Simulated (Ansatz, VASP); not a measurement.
**One calculation of Be2H, two programs**

```
Be H
1.0
     2.21833    0.00000    0.00000
    -1.10916    1.92113    0.00000
     0.00000    0.00000    4.73813
Be H
2 1
Cartesian
  0.0000 1.2808 1.4252
  1.1092 0.6404 3.3130
  0.0000 0.0000 0.0000
```

Change from the starting cell: species swapped into the FeI2 type (P-3m1, No. 164).

Alike in both runs: functional PBE; k mesh 24 × 24 × 12; occupations gaussian, width 0.1 eV; no spin polarisation.

Ansatz relaxed the structure, and its values are those at the end. VASP's run is a single point on that final structure, the one shown.

|  | VASP | Ansatz |
| --- | --- | --- |
| version | VASP 6.6.1 | Ansatz 0.2.0 |
| potentials or method | VASP PAW PBE potentials, release 64 (Be, H) | scalar-relativistic, plane waves, PAW |
| plane-wave cutoff (eV) | 520 | 420 |
| valence electrons in the cell | 5 | 5 |

```tsv
	VASP	Ansatz	Ansatz less VASP
gap on the k mesh at the Fermi level (eV)	none	none	-
pressure (GPa)	0.0	0.0	-0.05
```

A gap of «none» marks a metal or a gap that the smearing closes. The functional is the same, so the differences come from potentials, cutoffs and numerics.
